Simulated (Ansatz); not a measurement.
# SiC: the cost of one run

Method: DFT PBE, scalar-relativistic, plane waves, PAW, in Ansatz 0.2.0.

## 1. The starting structure

It takes space group I-43d (No. 220, cubic). The conventional cell has a = 5.959 Å, b = 5.959 Å, c = 5.959 Å, α = 90.00°, β = 90.00°, γ = 90.00°. Si (site symmetry -4) has 4 C at 1.82 Å as nearest neighbours. C (site symmetry -4) has 4 Si at 1.82 Å as nearest neighbours.

As a file:

```xyz
12
Lattice="-2.9794 2.9794 2.9794 2.9794 -2.9794 2.9794 2.9794 2.9794 -2.9794" Properties=species:S:1:pos:R:3 pbc="T T T"
Si    4.4691    0.7448    0.0000
Si    0.0000    1.4897    2.2345
Si    0.7448    0.0000    4.4691
Si    0.0000    4.4691    0.7448
Si    1.4897    2.2345    0.0000
Si    2.2345    0.0000    1.4897
C     0.7448    2.9794    1.4897
C     2.9794   -1.4897    2.2345
C     2.2345    2.9794   -1.4897
C     2.9794    1.4897    0.7448
C    -1.4897    2.2345    2.9794
C     1.4897    0.7448    2.9794
```

Recipe of the guess: 4-connected net, two elements alternating (I-43d, No. 220). Its size is a rough estimate.

## 2. A first look at the guess

Contents of input.yaml:

```yaml
crystal:
  lattice:
    - [-2.97939602, 2.97939602, 2.97939602]
    - [2.97939602, -2.97939602, 2.97939602]
    - [2.97939602, 2.97939602, -2.97939602]
  atoms:
    - { symbol: Si, position: [0.125, 0.75, 0.875] }
    - { symbol: Si, position: [0.625, 0.375, 0.25] }
    - { symbol: Si, position: [0.75, 0.875, 0.125] }
    - { symbol: Si, position: [0.875, 0.125, 0.75] }
    - { symbol: Si, position: [0.375, 0.25, 0.625] }
    - { symbol: Si, position: [0.25, 0.625, 0.375] }
    - { symbol: C, position: [0.75, 0.375, 0.625] }
    - { symbol: C, position: [0.125, 0.875, 0.25] }
    - { symbol: C, position: [0.25, 0.125, 0.875] }
    - { symbol: C, position: [0.375, 0.625, 0.75] }
    - { symbol: C, position: [0.875, 0.25, 0.125] }
    - { symbol: C, position: [0.625, 0.75, 0.375] }
basis:
  ecutwfc: 420
kpoints:
  mp_grid: { grid: [4, 4, 4] }
hamiltonian:
  xc: pbe
scf:
  occupations: { method: gaussian, width: 0.1 }
  lower_state_search: "off"
output:
  forces: true
  stress: true
  eigenvalues: true
```

On the command line:

```sh
$ ansatz run input.yaml --threads 1 --pin off --max-ram 2560MiB --backend cpu --events-out ev --progress --plain --runs-dir out
```

**Question.** How long does this run take on 1 thread of Arm Neoverse V2, shared host, and how much memory does it need?

About 2.6 s, with a peak of 0.29 GiB.
